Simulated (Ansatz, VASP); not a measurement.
# SrO in VASP and in Ansatz

```
CELL_PARAMETERS angstrom
0.00000 2.80659 2.80659
2.80659 0.00000 2.80659
2.80659 2.80659 0.00000
ATOMIC_POSITIONS crystal
Sr 0.00000 0.00000 0.00000
O 0.25000 0.25000 0.25000
```

Alike in both runs: task single point; functional LDA; k mesh 11 × 11 × 11; occupations fermi-dirac, width 0.03 eV; no spin polarisation.

|  | VASP | Ansatz |
| --- | --- | --- |
| version | VASP 6.6.1 | Ansatz 0.2.0 |
| potentials or method | VASP PAW LDA potentials, release 64 (Sr_sv, O), cutoff 520 eV | all-electron LAPW, scalar-relativistic |

VASP gave:

| Item | Value |
| --- | --- |
| gap on the k mesh at the Fermi level (eV) | 2.29 |
| pressure (GPa) | -4.1 |

Task: What did Ansatz give for the same quantities?

Result: gap on the k mesh at the Fermi level (eV): 2.28; pressure (GPa): -4.6.

Ansatz ran all-electron here, so the differences hold the error of VASP's frozen core and of both bases.

Caveats: an odd mesh through Γ misses points on the zone boundary, where band edges often lie. A hybrid or GW would open this gap; LDA tends to underestimate it.
